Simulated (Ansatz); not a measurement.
Calculation for W (fcc type): DFT, PBE, all-electron LAPW, scalar-relativistic (Ansatz 0.2.0).

The cell comes from a relaxation on PAW files under the same functional, begun from a prototype that needn't be the stable phase.

Command: `ansatz run input.yaml --threads 1 --pin off --max-ram 2048MiB --backend cpu --events-out ev --progress --plain --runs-dir out` It took 24 s on 1 thread of Arm Neoverse V2, on a shared host, peak memory 0.4 GiB.

```yaml
crystal:
  lattice:
    - [0.0, 2.0188796853, 2.0188796853]
    - [2.0188796853, 0.0, 2.0188796853]
    - [2.0188796853, 2.0188796853, 0.0]
  atoms:
    - { symbol: W, position: [0.0, 0.0, 0.0] }
kpoints:
  mp_grid: { grid: [18, 18, 18] }
  band_path:
    path:
      - [0.0, 0.0, 0.0]
      - [0.5, 0.0, 0.5]
      - [0.625, 0.25, 0.625]
      - [0.375, 0.375, 0.75]
      - [0.0, 0.0, 0.0]
      - [0.5, 0.5, 0.5]
      - [0.5, 0.25, 0.75]
      - [0.5, 0.0, 0.5]
    npoints: 14
scf:
  occupations: { method: fermi_dirac, width: 0.1 }
hamiltonian:
  xc: pbe
  pseudopotentials: { kind: all_electron, lapw: { basis_error: 0.001 } }
output:
  forces: true
  stress: true
  eigenvalues: true
  populations: true
  dos: { projected: true, de: 0.2, e_range: [-14, 8] }
```

Output:

```
W: projections on atomic orbitals take those of the free atom 1s2 2s2 2p6 3s2 3p6 3d10 4s2 4p6 4d10 4f14 5s2 5p6 5d4 6s2, of charge +0.00 (hamiltonian.pseudopotentials.projection_atoms)
LAPW: plane waves up to 8.207 Å⁻¹, error target 1.0e-3 eV per atom; small_component_spin mean_spin; W in spheres of 1.428 Å, 38 of its electrons in bands, Dirac shells [] (how accurate: hamiltonian.pseudopotentials.lapw.basis_error, Limitations)
Engine: ansatz 0.2.0
Pseudopotentials: kind: all_electron
Pseudopotential: W, LAPW, valence charge 38, lapw/all_electron/scalar/gaussian/W, Koelling and Harmon's equation, gaussian nucleus
Functional definition: PBE
  parameter kappa = 0.804
  parameter beta = 0.06672455060314922
  exchange = pbe_x(kappa = kappa, mu = beta*pi^2/3)
  correlation = pbe_c(beta = beta)
Crystal: 1 atoms, lattice volume = 16.457 Å³
Basis set: ecut = 256.6297083036794 eV, 169 PW (Γ), exchange–correlation at level 2
Bands: 23, of which v1, the nominal top of the filled ones, is band 19 counted from 1 (18 counted from 0)
Symmetry: 48 space group operations
Space group: Fm-3m (ITA 225), of the structure as read, at distance tolerance 2.5e-5 Å
k-points: 195 of 5832
Non-local potential: W, projectors of the file, none
Initial density: superposition of atomic densities (chi_scale 0.1, normalization cell)
Initial wavefunctions: plane waves of lowest kinetic energy (no species holds an atomic orbital)
Functional: x = pbe(κ = 0.804, μ = 0.2195149727645171), c = pbe(β = 0.06672455060314922)
iter 1 solved again at ethr=2.12e-4 eV; its pass at ethr=1.00e-1 eV (dr2=8.04e-2 eV) is discarded
SCF iter   1: F=—  HF=-439201.948919 eV  |F-HF|=—  |Δ(HF+E_count)|=         —  Δρ=3.06e-2  dr2=8.10e-2  ethr=2.12e-4  ⟨swp⟩=2.9  Hψ=28376  notcnv=0
preconditioner: auto → Kerker (q_TF=auto, 3.137 Å⁻¹)  [metal: Δε(μ)=0.011 eV  Ē_g=29.350 eV  σ=0.100 eV  W_gap=0.03  n_scr=14 (ndim 8)  ℏωp=46.7 eV  f_vac=0.000  D(μ)=1.19/eV (n_scr^D=14)]
SCF iter   2: F=—  HF=-439201.773908 eV  |F-HF|=—  |Δ(HF+E_count)|=   1.75e-1  Δρ=1.54e-2  dr2=2.48e-2  ethr=2.12e-4  ⟨swp⟩=2.0  Hψ=13661  notcnv=0
SCF iter   3: F=—  HF=-439201.761220 eV  |F-HF|=—  |Δ(HF+E_count)|=   1.27e-2  Δρ=9.80e-3  dr2=1.13e-2  ethr=6.52e-5  ⟨swp⟩=2.0  Hψ=13343  notcnv=0
SCF iter   4: F=—  HF=-439201.757648 eV  |F-HF|=—  |Δ(HF+E_count)|=         —  Δρ=5.54e-3  dr2=4.13e-3  ethr=2.97e-5  ⟨swp⟩=2.0  Hψ=13343  notcnv=0
the basis was enlarged: its passes take 166.0 KiB over the memory plan, 1 of 1 planned eigensolver slots
iter 5 solved again at ethr=9.07e-7 eV; its pass at ethr=1.09e-5 eV (dr2=3.45e-4 eV) is discarded
SCF iter   5: F=—  HF=-439201.757776 eV  |F-HF|=—  |Δ(HF+E_count)|=   1.28e-4  Δρ=1.45e-3  dr2=3.44e-4  ethr=9.07e-7  ⟨swp⟩=2.0  Hψ=22521  notcnv=0
SCF iter   6: F=—  HF=-439201.757814 eV  |F-HF|=—  |Δ(HF+E_count)|=   3.74e-5  Δρ=3.36e-4  dr2=1.60e-5  ethr=9.05e-7  ⟨swp⟩=2.0  Hψ=13343  notcnv=0
SCF iter   7: F=—  HF=-439201.757813 eV  |F-HF|=—  |Δ(HF+E_count)|=   3.44e-7  Δρ=9.20e-5  dr2=1.46e-6  ethr=4.22e-8  ⟨swp⟩=2.0  Hψ=13343  notcnv=0
SCF iter   8: F=-439201.757813 eV  HF=-439201.757813 eV  |F-HF|=1.42e-8  |Δ(HF+E_count)|=   1.98e-7  Δρ=2.15e-5  dr2=6.77e-8  ethr=3.84e-9  ⟨swp⟩=2.0  Hψ=13344  notcnv=0
SCF 1 converged in 8 iterations: F = -439201.757813 eV  dr2 = 6.77e-8
NSCF: frozen V_eff on 99 k-points
SCF converged after 8 iterations
Free energy (F): -439201.757813 eV
Harris-Foulkes:  -439201.757813 eV  (|F-HF|=1.42e-8)
Internal energy: -439201.717990 eV  (E = F + TS)
E sigma→0 (E₀):  -439201.737901 eV
Entropy (-TS):   -0.039824 eV (-39.824 meV/atom)
Fermi energy:    27.523554 eV
--- Per-component energies (eV) ---
  E_band       = -2059.399994
  E_kinetic    = 491883.354033
  E_xc         = -8832.906051
  E_electrostatic = -922252.165972  (all electrons and nuclei)
  E_smearing   = -0.039824  (= −TS)
  E_closure    = 0.000000  (closes the sum)
  E_atoms      = -439190.788623  (free atoms, spherical and without spin; not in F)
  Σ components = -439201.757813   (vs F -439201.757813, Δ=0.00e0)
  Basis errors (estimates in eV, not in F): energy 2.3e-4 per atom: plane waves 1.8e-4 (9.2e-5 summed), levels above the bands 6.3e-50, relativity 7.2e-8, radial functions 4.4e-5, core shells 6.9e-7; eigenvalues (radial functions only) 3.7e-6; not estimated: angular momenta, meshes, grids; target (lapw.basis_error) 1.0e-3; muffin-tin radii W 1.428 Å
--- Forces (eV/Å), atoms counted from 1 ---
  atom   1  W      0.00000000    -0.00000000    -0.00000000
  max |Σ_I F_I| component: 5.14e-32 eV/Å
--- Stress (GPa, compression-positive) ---
        0.076856       0.000000      -0.000000
        0.000000       0.076856      -0.000000
       -0.000000      -0.000000       0.076856
  P = ⅓ Tr σ = 0.0769 GPa (0.769 kbar)
--- Band table (eV; the first three rows and the last of 195) ---
  k-point 0: bands = ["-205.1092", "-205.1092", "-205.0858", "-205.0858", "-205.0858", "-46.0852", "-9.7624", "-9.7624", "-9.7624", "-0.2840", "-0.2840", "-0.2840", "-0.2695", "-0.2340", "-0.2340", "-0.2340", "18.5430", "26.9535", "26.9535", "26.9535", "30.0707", "30.0707", "40.2765"]
  k-point 1: bands = ["-205.1092", "-205.1092", "-205.0858", "-205.0858", "-205.0858", "-46.0820", "-9.7991", "-9.7671", "-9.7671", "-0.2842", "-0.2834", "-0.2834", "-0.2686", "-0.2352", "-0.2352", "-0.2340", "18.6787", "26.8483", "27.0177", "27.0177", "30.0118", "30.0118", "40.5481"]
  k-point 2: bands = ["-205.1092", "-205.1092", "-205.0858", "-205.0858", "-205.0858", "-46.0729", "-9.9040", "-9.7805", "-9.7805", "-0.2848", "-0.2816", "-0.2816", "-0.2660", "-0.2386", "-0.2386", "-0.2338", "19.0714", "26.5765", "27.1851", "27.1851", "29.8792", "29.8792", "41.2771"]
  k-point 194: bands = ["-205.1092", "-205.1092", "-205.0858", "-205.0858", "-205.0858", "-45.9449", "-10.5666", "-10.4531", "-10.1906", "-0.2715", "-0.2687", "-0.2676", "-0.2669", "-0.2657", "-0.2640", "-0.2305", "23.7176", "25.0074", "26.0509", "28.9270", "33.2777", "37.6856", "37.7594"]
--- Löwdin populations: 1 site ---
  site symbol       q [e]
     0      W     73.8739
  spilling = 0.001704 (of n_electrons = 74.000000)
```

populations.tsv:

```
# site	symbol	l	j	q
# orbitals = lowdin
# n_electrons = 74.000000
# spilling = 0.001704
# projection_atom_W: 1s2 2s2 2p6 3s2 3p6 3d10 4s2 4p6 4d10 4f14 5s2 5p6 5d4 6s2
0	W	0_1S	-	2.000000
0	W	0_2S	-	1.999983
0	W	0_3S	-	1.999790
0	W	0_4S	-	1.997853
0	W	0_5S	-	1.965870
0	W	0_6S	-	0.920652
0	W	1_2P	-	6.000000
0	W	1_3P	-	5.999999
0	W	1_4P	-	5.999934
0	W	1_5P	-	5.990221
0	W	2_3D	-	10.000000
0	W	2_4D	-	9.999957
0	W	2_5D	-	5.000124
0	W	3_4F	-	13.999511
```

Next run (volume at 0.88 of the series' base cell), as changes to the input before:

```diff
   lattice:
-    - [0.0, 2.0188796853, 2.0188796853]
-    - [2.0188796853, 0.0, 2.0188796853]
-    - [2.0188796853, 2.0188796853, 0.0]
+    - [0.0, 1.9346600426, 1.9346600426]
+    - [1.9346600426, 0.0, 1.9346600426]
+    - [1.9346600426, 1.9346600426, 0.0]
   atoms:
-    npoints: 14
+    npoints: 8
 scf:
```

Results part of the output:

```
SCF 1 converged in 8 iterations: F = -439201.499670 eV  dr2 = 5.97e-8
NSCF: frozen V_eff on 57 k-points
SCF converged after 8 iterations
Free energy (F): -439201.499670 eV
Harris-Foulkes:  -439201.499670 eV  (|F-HF|=1.18e-8)
Internal energy: -439201.464463 eV  (E = F + TS)
E sigma→0 (E₀):  -439201.482066 eV
Entropy (-TS):   -0.035207 eV (-35.207 meV/atom)
Fermi energy:    31.662770 eV
--- Per-component energies (eV) ---
  E_band       = -4206.790520
  E_kinetic    = 491895.863945
  E_xc         = -8835.561624
  E_electrostatic = -922261.766784  (all electrons and nuclei)
  E_smearing   = -0.035207  (= −TS)
  E_closure    = 0.000000  (closes the sum)
  E_atoms      = -439190.788623  (free atoms, spherical and without spin; not in F)
  Σ components = -439201.499670   (vs F -439201.499670, Δ=0.00e0)
  Basis errors (estimates in eV, not in F): energy 2.3e-4 per atom: plane waves 1.9e-4 (9.5e-5 summed), levels above the bands 1.5e-69, relativity 6.9e-8, radial functions 4.4e-5, core shells 2.6e-8; eigenvalues (radial functions only) 6.2e-6; not estimated: angular momenta, meshes, grids; target (lapw.basis_error) 1.0e-3; muffin-tin radii W 1.368 Å
--- Forces (eV/Å), atoms counted from 1 ---
  atom   1  W      0.00000000    -0.00000000     0.00000000
  max |Σ_I F_I| component: 2.96e-31 eV/Å
--- Stress (GPa, compression-positive) ---
       46.377439       0.000000       0.000000
        0.000000      46.377439      -0.000000
        0.000000      -0.000000      46.377439
  P = ⅓ Tr σ = 46.3774 GPa (463.774 kbar)
--- Band table (eV; the first three rows and the last of 195) ---
  k-point 0: bands = ["-385.5195", "-385.5195", "-385.5195", "-200.5911", "-200.5911", "-200.5672", "-200.5672", "-200.5672", "-41.7400", "-5.1984", "-5.1984", "-5.1984", "4.2112", "4.2112", "4.2112", "4.2149", "4.2824", "4.2824", "4.2824", "22.0560", "30.9186", "30.9186", "30.9186", "34.6502", "34.6502", "44.5842", "50.4073"]
  k-point 1: bands = ["-385.5195", "-385.5195", "-385.5195", "-200.5911", "-200.5911", "-200.5672", "-200.5672", "-200.5672", "-41.7345", "-5.2558", "-5.2054", "-5.2054", "4.2108", "4.2122", "4.2122", "4.2164", "4.2806", "4.2806", "4.2825", "22.2154", "30.7928", "30.9943", "30.9943", "34.5735", "34.5735", "44.9039", "49.7290"]
  k-point 2: bands = ["-385.5195", "-385.5195", "-385.5195", "-200.5911", "-200.5911", "-200.5672", "-200.5672", "-200.5672", "-41.7185", "-5.4191", "-5.2255", "-5.2255", "4.2095", "4.2151", "4.2151", "4.2209", "4.2752", "4.2752", "4.2828", "22.6724", "30.4741", "31.1916", "31.1916", "34.4001", "34.4001", "45.7519", "48.5097"]
  k-point 194: bands = ["-385.5195", "-385.5195", "-385.5195", "-200.5911", "-200.5911", "-200.5672", "-200.5672", "-200.5672", "-41.4919", "-6.4218", "-6.2491", "-5.8502", "4.2241", "4.2285", "4.2348", "4.2376", "4.2387", "4.2406", "4.2785", "27.1908", "28.7934", "30.0797", "33.2569", "38.5451", "43.4843", "43.6906", "44.2010"]
--- Löwdin populations: 1 site ---
  site symbol       q [e]
     0      W     73.9054
  spilling = 0.001278 (of n_electrons = 74.000000)
```

Next run (volume at 0.78 of the series' base cell), as changes to the input before:

```diff
   lattice:
-    - [0.0, 1.9346600426, 1.9346600426]
-    - [1.9346600426, 0.0, 1.9346600426]
-    - [1.9346600426, 1.9346600426, 0.0]
+    - [0.0, 1.8584118766, 1.8584118766]
+    - [1.8584118766, 0.0, 1.8584118766]
+    - [1.8584118766, 1.8584118766, 0.0]
   atoms:
   mp_grid: { grid: [18, 18, 18] }
-  band_path:
-    path:
-      - [0.0, 0.0, 0.0]
-      - [0.5, 0.0, 0.5]
-      - [0.625, 0.25, 0.625]
-      - [0.375, 0.375, 0.75]
-      - [0.0, 0.0, 0.0]
-      - [0.5, 0.5, 0.5]
-      - [0.5, 0.25, 0.75]
-      - [0.5, 0.0, 0.5]
-    npoints: 8
 scf:
   populations: true
-  dos: { projected: true, de: 0.2, e_range: [-14, 8] }
```

Command: `ansatz run input.yaml --threads 1 --pin off --max-ram 2048MiB --backend cpu --events-out ev --progress --plain --runs-dir out` It took 22 s on 1 thread of Arm Neoverse V2 (shared host), peak memory 0.44 GiB.

Results part of the output:

```
SCF 1 converged in 6 iterations: F = -439200.710526 eV  dr2 = 1.04e-9
SCF converged after 6 iterations
Free energy (F): -439200.710526 eV
Harris-Foulkes:  -439200.710526 eV  (|F-HF|=6.40e-10)
Internal energy: -439200.681797 eV  (E = F + TS)
E sigma→0 (E₀):  -439200.696161 eV
Entropy (-TS):   -0.028728 eV (-28.728 meV/atom)
Fermi energy:    36.054129 eV
--- Per-component energies (eV) ---
  E_band       = -4006.120690
  E_kinetic    = 491909.758245
  E_xc         = -8838.411425
  E_electrostatic = -922272.028618  (all electrons and nuclei)
  E_smearing   = -0.028728  (= −TS)
  E_closure    = 0.000000  (closes the sum)
  E_atoms      = -439190.788623  (free atoms, spherical and without spin; not in F)
  Σ components = -439200.710526   (vs F -439200.710526, Δ=0.00e0)
  Basis errors (estimates in eV, not in F): energy 2.3e-4 per atom: plane waves 1.9e-4 (9.7e-5 summed), levels above the bands 2.0e-81, relativity 7.4e-8, radial functions 4.2e-5, core shells 9.7e-8; eigenvalues (radial functions only) 7.6e-6; not estimated: angular momenta, meshes, grids; target (lapw.basis_error) 1.0e-3; muffin-tin radii W 1.314 Å
--- Forces (eV/Å), atoms counted from 1 ---
  atom   1  W      0.00000000     0.00000000     0.00000000
  max |Σ_I F_I| component: 1.31e-31 eV/Å
--- Stress (GPa, compression-positive) ---
      113.044086       0.000000       0.000000
        0.000000     113.044086      -0.000000
        0.000000      -0.000000     113.044086
  P = ⅓ Tr σ = 113.0441 GPa (1130.441 kbar)
--- Band table (eV; the first three rows and the last of 195) ---
  k-point 0: bands = ["-380.8202", "-380.8202", "-380.8202", "-195.8918", "-195.8918", "-195.8677", "-195.8677", "-195.8677", "-37.2783", "-0.4125", "-0.4125", "-0.4125", "8.8682", "8.8812", "8.8812", "8.8812", "8.9822", "8.9822", "8.9822", "25.9017", "35.0514", "35.0514", "35.0514", "39.4486", "39.4486", "49.0651", "55.5423"]
  k-point 1: bands = ["-380.8202", "-380.8202", "-380.8202", "-195.8918", "-195.8918", "-195.8676", "-195.8676", "-195.8676", "-37.2691", "-0.4987", "-0.4226", "-0.4226", "8.8703", "8.8808", "8.8827", "8.8827", "8.9793", "8.9793", "8.9823", "26.0895", "34.9048", "35.1398", "35.1398", "39.3509", "39.3509", "49.4353", "54.8033"]
  k-point 2: bands = ["-380.8202", "-380.8202", "-380.8202", "-195.8918", "-195.8918", "-195.8676", "-195.8676", "-195.8676", "-37.2426", "-0.7423", "-0.4514", "-0.4514", "8.8738", "8.8820", "8.8871", "8.8871", "8.9712", "8.9712", "8.9827", "26.6210", "34.5426", "35.3699", "35.3699", "39.1294", "39.1294", "50.4062", "53.5126"]
  k-point 194: bands = ["-380.8202", "-380.8202", "-380.8202", "-195.8918", "-195.8918", "-195.8676", "-195.8676", "-195.8676", "-36.8636", "-2.1945", "-1.9443", "-1.3662", "8.8949", "8.9016", "8.9097", "8.9221", "8.9236", "8.9262", "8.9676", "30.8562", "32.8032", "34.3726", "37.7928", "44.1056", "49.5579", "50.0389", "50.1765"]
--- Löwdin populations: 1 site ---
  site symbol       q [e]
     0      W     73.9292
  spilling = 0.000956 (of n_electrons = 74.000000)
```

Next run (volume at 0.68 of the series' base cell), as changes to the input before:

```diff
   lattice:
-    - [0.0, 1.8584118766, 1.8584118766]
-    - [1.8584118766, 0.0, 1.8584118766]
-    - [1.8584118766, 1.8584118766, 0.0]
+    - [0.0, 1.775334021, 1.775334021]
+    - [1.775334021, 0.0, 1.775334021]
+    - [1.775334021, 1.775334021, 0.0]
   atoms:
```

Command: `ansatz run input.yaml --threads 1 --pin off --max-ram 2048MiB --backend cpu --events-out ev --progress --plain --runs-dir out` It took 25 s on 1 thread of Arm Neoverse V2, on a shared host, peak memory 0.44 GiB.

Results part of the output:

```
SCF 1 converged in 7 iterations: F = -439199.018403 eV  dr2 = 1.30e-9
SCF converged after 7 iterations
Free energy (F): -439199.018403 eV
Harris-Foulkes:  -439199.018403 eV  (|F-HF|=4.07e-10)
Internal energy: -439198.995767 eV  (E = F + TS)
E sigma→0 (E₀):  -439199.007085 eV
Entropy (-TS):   -0.022636 eV (-22.636 meV/atom)
Fermi energy:    41.731037 eV
--- Per-component energies (eV) ---
  E_band       = -3754.899458
  E_kinetic    = 491928.474230
  E_xc         = -8842.069156
  E_electrostatic = -922285.400842  (all electrons and nuclei)
  E_smearing   = -0.022636  (= −TS)
  E_closure    = 0.000000  (closes the sum)
  E_atoms      = -439190.788623  (free atoms, spherical and without spin; not in F)
  Σ components = -439199.018403   (vs F -439199.018403, Δ=0.00e0)
  Basis errors (estimates in eV, not in F): energy 2.3e-4 per atom: plane waves 2.0e-4 (9.9e-5 summed), levels above the bands 3.9e-90, relativity 8.2e-8, radial functions 3.8e-5, core shells 4.0e-7; eigenvalues (radial functions only) 2.8e-6; not estimated: angular momenta, meshes, grids; target (lapw.basis_error) 1.0e-3; muffin-tin radii W 1.255 Å
--- Forces (eV/Å), atoms counted from 1 ---
  atom   1  W     -0.00000000    -0.00000000    -0.00000000
  max |Σ_I F_I| component: 8.87e-31 eV/Å
--- Stress (GPa, compression-positive) ---
      226.584312       0.000000       0.000000
        0.000000     226.584312       0.000000
        0.000000       0.000000     226.584312
  P = ⅓ Tr σ = 226.5843 GPa (2265.843 kbar)
--- Band table (eV; the first three rows and the last of 195) ---
  k-point 0: bands = ["-374.9448", "-374.9448", "-374.9448", "-190.0160", "-190.0160", "-189.9925", "-189.9925", "-189.9925", "-31.7978", "5.6426", "5.6426", "5.6426", "14.6672", "14.7119", "14.7119", "14.7119", "14.8625", "14.8625", "14.8625", "31.0280", "40.2562", "40.2562", "40.2562", "45.5207", "45.5207", "54.7113", "61.9938"]
  k-point 1: bands = ["-374.9448", "-374.9448", "-374.9448", "-190.0160", "-190.0160", "-189.9925", "-189.9925", "-189.9925", "-31.7821", "5.5089", "5.6277", "5.6277", "14.6705", "14.7110", "14.7143", "14.7143", "14.8579", "14.8579", "14.8627", "31.2569", "40.0859", "40.3617", "40.3617", "45.3930", "45.3930", "55.1452", "61.1728"]
  k-point 2: bands = ["-374.9448", "-374.9448", "-374.9448", "-190.0160", "-190.0160", "-189.9924", "-189.9924", "-189.9924", "-31.7366", "5.1337", "5.5850", "5.5850", "14.6791", "14.7097", "14.7211", "14.7211", "14.8452", "14.8452", "14.8632", "31.8915", "39.6806", "40.6359", "40.6359", "45.1036", "45.1036", "56.2696", "59.7830"]
  k-point 194: bands = ["-374.9448", "-374.9448", "-374.9448", "-190.0160", "-190.0160", "-189.9924", "-189.9924", "-189.9923", "-31.0761", "2.9757", "3.3450", "4.2004", "14.7269", "14.7376", "14.7477", "14.7779", "14.7799", "14.7835", "14.8295", "35.5518", "37.9460", "39.9096", "43.5412", "51.1946", "57.3426", "57.8100", "58.1475"]
--- Löwdin populations: 1 site ---
  site symbol       q [e]
     0      W     73.9457
  spilling = 0.000733 (of n_electrons = 74.000000)
```

Next run (volume at 0.58 of the series' base cell), as changes to the input before:

```diff
   lattice:
-    - [0.0, 1.775334021, 1.775334021]
-    - [1.775334021, 0.0, 1.775334021]
-    - [1.775334021, 1.775334021, 0.0]
+    - [0.0, 1.6836549928, 1.6836549928]
+    - [1.6836549928, 0.0, 1.6836549928]
+    - [1.6836549928, 1.6836549928, 0.0]
   atoms:
```

Results part of the output:

```
SCF 1 converged in 6 iterations: F = -439195.750201 eV  dr2 = 3.16e-9
SCF converged after 6 iterations
Free energy (F): -439195.750201 eV
Harris-Foulkes:  -439195.750201 eV  (|F-HF|=2.44e-9)
Internal energy: -439195.734251 eV  (E = F + TS)
E sigma→0 (E₀):  -439195.742226 eV
Entropy (-TS):   -0.015949 eV (-15.949 meV/atom)
Fermi energy:    49.311400 eV
--- Per-component energies (eV) ---
  E_band       = -4457.395683
  E_kinetic    = 491954.933370
  E_xc         = -8846.914105
  E_electrostatic = -922303.753516  (all electrons and nuclei)
  E_smearing   = -0.015949  (= −TS)
  E_closure    = 0.000000  (closes the sum)
  E_atoms      = -439190.788623  (free atoms, spherical and without spin; not in F)
  Σ components = -439195.750201   (vs F -439195.750201, Δ=0.00e0)
  Basis errors (estimates in eV, not in F): energy 2.2e-4 per atom: plane waves 1.9e-4 (9.3e-5 summed), levels above the bands 9.5e-94, relativity 5.3e-8, radial functions 3.9e-5, core shells 1.6e-11; eigenvalues (radial functions only) 4.1e-6; not estimated: angular momenta, meshes, grids; target (lapw.basis_error) 1.0e-3; muffin-tin radii W 1.191 Å
--- Forces (eV/Å), atoms counted from 1 ---
  atom   1  W     -0.00000000     0.00000000     0.00000000
  max |Σ_I F_I| component: 3.29e-31 eV/Å
--- Stress (GPa, compression-positive) ---
      431.605474       0.000000       0.000000
        0.000000     431.605474       0.000000
        0.000000       0.000000     431.605474
  P = ⅓ Tr σ = 431.6055 GPa (4316.055 kbar)
--- Band table (eV; the first three rows and the last of 195) ---
  k-point 0: bands = ["-513.3585", "-367.3752", "-367.3752", "-367.3752", "-182.4453", "-182.4453", "-182.4248", "-182.4248", "-182.4248", "-24.9305", "13.5748", "13.5748", "13.5748", "22.1001", "22.2083", "22.2083", "22.2083", "22.4462", "22.4462", "22.4462", "38.1937", "47.0408", "47.0408", "47.0408", "53.4737", "53.4737", "62.0859", "70.3931"]
  k-point 1: bands = ["-513.3585", "-367.3752", "-367.3752", "-367.3752", "-182.4453", "-182.4453", "-182.4248", "-182.4248", "-182.4248", "-24.9027", "13.3596", "13.5518", "13.5518", "22.1056", "22.2066", "22.2122", "22.2122", "22.4386", "22.4386", "22.4465", "38.4845", "46.8455", "47.1707", "47.1707", "53.3015", "53.3015", "62.6024", "69.4580"]
  k-point 2: bands = ["-513.3585", "-367.3752", "-367.3752", "-367.3752", "-182.4453", "-182.4453", "-182.4247", "-182.4247", "-182.4247", "-24.8221", "12.7623", "13.4860", "13.4860", "22.1208", "22.2030", "22.2231", "22.2231", "22.4174", "22.4174", "22.4473", "39.2600", "46.4142", "47.5076", "47.5076", "52.9128", "52.9128", "63.9245", "67.9296"]
  k-point 194: bands = ["-513.3585", "-367.3752", "-367.3752", "-367.3752", "-182.4453", "-182.4452", "-182.4246", "-182.4246", "-182.4243", "-23.6141", "9.4566", "10.0109", "11.3012", "22.2250", "22.2428", "22.2559", "22.3206", "22.3230", "22.3270", "22.3798", "41.8214", "44.7949", "47.3196", "51.0961", "60.5558", "67.6724", "67.9106", "68.8696"]
--- Löwdin populations: 1 site ---
  site symbol       q [e]
     0      W     73.9533
  spilling = 0.000631 (of n_electrons = 74.000000)
```

Spin–orbit coupling is left out, which matters for the heavy atoms.
